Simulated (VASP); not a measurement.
Input for VASP

**INCAR**
```
SYSTEM=ZnTe
PREC=Accurate; ENCUT=520; LREAL=.FALSE.
LASPH=.TRUE.
EDIFF=1E-7; NELM=100; ALGO=Normal
LMAXMIX=4
ISMEAR=-5
GGA=PE
ISIF=2
LWAVE=.FALSE.; LCHARG=.TRUE.; LORBIT=11
NEDOS=601
```

**KPOINTS**
```
Automatic mesh
0
Gamma
8 8 8
0 0 0
```

File POSCAR:
```
ZnTe
4.3726430
  0.0000000000   0.7071068515   0.7071068515
  0.7071068515   0.0000000000   0.7071068515
  0.7071068515   0.7071068515   0.0000000000
Zn Te
1 1
Cartesian
  0.0000000000   0.0000000000   0.0000000000
  0.3535534257   0.3535534257   0.3535534257
```

POTCAR, in this order: Zn Te (PBE.64 set). Program: vasp_std.

Problem. Write an equivalent input for Ansatz.

Solution. One equivalent input (not run):
Ansatz 0.2 input:
```yaml
crystal:
  lattice:
    - [0.0000000, 3.0919258, 3.0919258]
    - [3.0919258, 0.0000000, 3.0919258]
    - [3.0919258, 3.0919258, 0.0000000]
  atoms:
    - { symbol: Zn, position: [0.0000000, 0.0000000, 0.0000000] }
    - { symbol: Te, position: [0.2500000, 0.2500000, 0.2500000] }
kpoints:
  mp_grid: { grid: [8, 8, 8] }
hamiltonian:
  xc: pbe
  pseudopotentials: { kind: paw }
scf:
  occupations: { method: tetrahedron }
  max_iter: 100
output: { forces: true, stress: true, eigenvalues: true }
```
Limits of the translation: each code has its own PAW files, so the cut-off isn't converted (ENCUT is set for VASP's; basis.ecutwfc is left out, and Ansatz then takes the one that its files recommend); Ansatz stops its SCF on the density residual and VASP on the energy change (EDIFF).

The compound is ZnTe in the zinc blende structure. It was relaxed first.
